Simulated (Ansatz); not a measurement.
# HfS2: the cost of one run

Computed with Ansatz 0.2.0, driven from Python. The levels of theory stand in the script.

### Step 1. The system

The structure is trigonal, space group P-3m1 (No. 164). Conventional cell: a = 3.640 Å, b = 3.640 Å, c = 6.056 Å, α = 90.00°, β = 90.00°, γ = 120.00°. Hf (site symmetry -3m) is surrounded by 6 S at 2.54 Å. S (site symmetry 3m) is surrounded by 3 Hf at 2.54 Å.

hfs2.xyz, read by the script:

```xyz
3
Lattice="3.63966418 0.0 0.0 -1.81983209 3.15204164 0.0 0.0 0.0 6.05556247" Properties=species:S:1:pos:R:3 pbc="T T T"
Hf    0.00000000    0.00000000    0.00000000
S     1.81983211    1.05068054    4.62615936
S    -0.00000002    2.10136110    1.42940311
```

### Step 2. The code

run_xc.py

```python
"""One structure of HfS2 under several functionals."""

import csv

import ansatz

xtal = ansatz.Crystal.from_extxyz("hfs2.xyz")

job = (
    xtal.calculation()
    .kpoints(6, 6, 4)
    .occupations("fixed")
    .stress()
    .band_table()
)

rows = []
for value in ["pbe", "lda", "revpbe", "r2scan"]:
    r = job.functional(value).run(threads=1).report
    rows.append((value, r["free_energy_ev"] / len(r["lattice"]["sites"]), r["n_iterations"], sum(r["stress_gpa"][i][i] for i in range(3)) / 3, r["gap_by_band_count_ev"], r["n_kpoints"]))

with open("xc.csv", "w", newline="") as handle:
    writer = csv.writer(handle)
    writer.writerow(["functional", "F/atom (eV)", "iterations", "P (GPa)", "gap by band count (eV)", "k-points"])
    writer.writerows([round(v, 5) if isinstance(v, float) else v for v in row] for row in rows)
print(open("xc.csv").read())
```

### Step 3. The input behind the calls

The package turns the script's settings into the engine's input (first run):

```yaml
crystal:
  lattice:
    - [3.63966418, 0.0, 0.0]
    - [-1.81983209, 3.15204164, 0.0]
    - [0.0, 0.0, 6.05556247]
  atoms:
    - { symbol: Hf, position: [0.0, 0.0, 0.0] }
    - { symbol: S, position: [0.6666666711041634, 0.33333333121830205, 0.7639520495277791] }
    - { symbol: S, position: [0.3333333288958365, 0.6666666687816979, 0.23604795047222096] }
kpoints:
  mp_grid:
    grid: [6, 6, 4]
hamiltonian:
  xc: pbe
scf:
  occupations:
    method: fixed
output:
  stress: true
  eigenvalues: true
```

### Step 4. Running it

Launch:

```bash
$ python run_xc.py
```

**Question.** How long does this script take on 1 thread of Arm Neoverse V2, shared host, and how much memory does it need?

About 11 s, with a peak of 0.56 GiB.
